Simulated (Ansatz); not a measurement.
Input and command of a plane-wave DFT calculation in Ansatz:

```yaml
crystal:
  lattice:
    - [3.8625776173, 0.0, 0.0]
    - [0.0, 3.8625776173, 0.0]
    - [0.0, 0.0, 25.9824718891]
  atoms:
    - { symbol: Ti, position: [0.5, 0.5, 0.2886561383] }
    - { symbol: O, position: [0.5, 0.0, 0.3029756722] }
    - { symbol: O, position: [0.0, 0.5, 0.3029756722] }
    - { symbol: Pb, position: [0.0, 0.0, 0.3638986705] }
    - { symbol: O, position: [0.5, 0.5, 0.3843263867] }
    - { symbol: Ti, position: [0.5, 0.5, 0.4521648758] }
    - { symbol: O, position: [0.5, 0.0, 0.4664844097] }
    - { symbol: O, position: [0.0, 0.5, 0.4664844097] }
    - { symbol: Pb, position: [0.0, 0.0, 0.527407408] }
    - { symbol: O, position: [0.5, 0.5, 0.5478351242] }
    - { symbol: Ti, position: [0.5, 0.5, 0.6156736133] }
    - { symbol: O, position: [0.5, 0.0, 0.6299931472] }
    - { symbol: O, position: [0.0, 0.5, 0.6299931472] }
    - { symbol: Pb, position: [0.0, 0.0, 0.6909161454] }
    - { symbol: O, position: [0.5, 0.5, 0.7113438617] }
basis:
  ecutwfc: 420
kpoints:
  mp_grid: { grid: [7, 7, 1] }
hamiltonian:
  xc: pbesol
scf:
  occupations: { method: gaussian, width: 0.05 }
output:
  forces: true
  stress: true
  eigenvalues: true
  write_density: true
  write_potential: true
  elf: true
  volumetric_format: npy
efield:
  axis: 3
  dipole_correction: true
  ramp_width: 0.04
```

```bash
ansatz run input.yaml --threads 2 --pin off --max-ram 5120MiB --backend cpu --events-out ev --progress --plain --runs-dir out
```

Processor: Intel(R) Xeon(R) Platinum 8259CL CPU @ 2.50GHz (Skylake/Cascade Lake), 2 threads, on a host shared with other jobs.

Problem. How long does it run, and how much memory does it take?

Solution. About 28 s on 2 threads of Intel(R) Xeon(R) Platinum 8259CL CPU @ 2.50GHz (Skylake/Cascade Lake) (shared host), peak memory 0.88 GiB. It solves 81 bands at 10 k points (the mesh reduced by the symmetry that the task leaves, which can be less than the crystal's) with about 7639 plane waves, in 14 SCF iterations.
